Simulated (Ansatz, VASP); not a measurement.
AlN in VASP and in Ansatz

INCAR

```
SYSTEM = AlN
PREC = Accurate ; ENCUT = 520
EDIFF = 1E-6 ; ISMEAR = -1
SIGMA = 0.05 ; LREAL = .False.
LASPH = .True. ; NELM = 80
ALGO = Normal ; ISIF = 2
LWAVE = .False. ; LCHARG = .True.
GGA = PE ; LELF = .True.
LVHAR = .True. ; NBANDS = 16
```

KPOINTS

```
Automatic mesh
0
Gamma
  13 13 7
  0 0 0
```

File POSCAR:

```
AlN
1.0
    2.9467070697      0.0000000000      0.0000000000
   -1.4733535348      2.5519231799      0.0000000000
    0.0000000000      0.0000000000      3.6239332711
Al N
2 2
Direct
    0.3333333333      0.6666666667     -0.0619996272
    0.6666666667      0.3333333333      0.4380003728
    0.3333333333      0.6666666667      0.4379996272
    0.6666666667      0.3333333333      0.9379996272
```

Input for Ansatz:

```yaml
crystal:
  lattice:
    - [2.9467070697, 0.0, 0.0]
    - [-1.4733535348, 2.5519231799, 0.0]
    - [0.0, 0.0, 3.6239332711]
  atoms:
    - { symbol: Al, position: [0.3333333333, 0.6666666667, -0.0619996272] }
    - { symbol: Al, position: [0.6666666667, 0.3333333333, 0.4380003728] }
    - { symbol: "N", position: [0.3333333333, 0.6666666667, 0.4379996272] }
    - { symbol: "N", position: [0.6666666667, 0.3333333333, 0.9379996272] }
kpoints:
  mp_grid: { grid: [13, 13, 7] }
scf:
  occupations: { method: fermi_dirac, width: 0.05 }
hamiltonian:
  xc: pbe
  pseudopotentials: { kind: paw }
output:
  forces: true
  stress: true
  eigenvalues: true
  populations: true
```

Change from the starting cell: volume scaled by 0.64, PAW files.

Alike in both runs: task single point; functional PBE; k mesh 13 × 13 × 7; occupations fermi-dirac, width 0.05 eV; no spin polarisation.

|  | VASP | Ansatz |
| --- | --- | --- |
| version | VASP 6.6.1 | Ansatz 0.2.0 |
| potentials or method | VASP PAW PBE potentials, release 64 (Al, N) | PAW with Ansatz's default frozen-core files, scalar-relativistic |
| plane-wave cutoff (eV) | 520 | 420 |
| valence electrons in the cell | 16 | 16 |

Ansatz gave:

```
gap on the k mesh at the Fermi level (eV) : 4.72
pressure (GPa)                            : 161.0
```

Task: Which values does VASP return?

Result: gap on the k mesh at the Fermi level (eV): 4.71; pressure (GPa): 162.4.

Ansatz warned: «structure_snapped_to_symmetry».

Caveats: the cell as given lies far from equilibrium; so large a pressure means that the cell lies far from this level's equilibrium, or that cutoff or potentials fall short (VASP); an odd mesh through Γ misses points on the zone boundary, where band edges often lie.
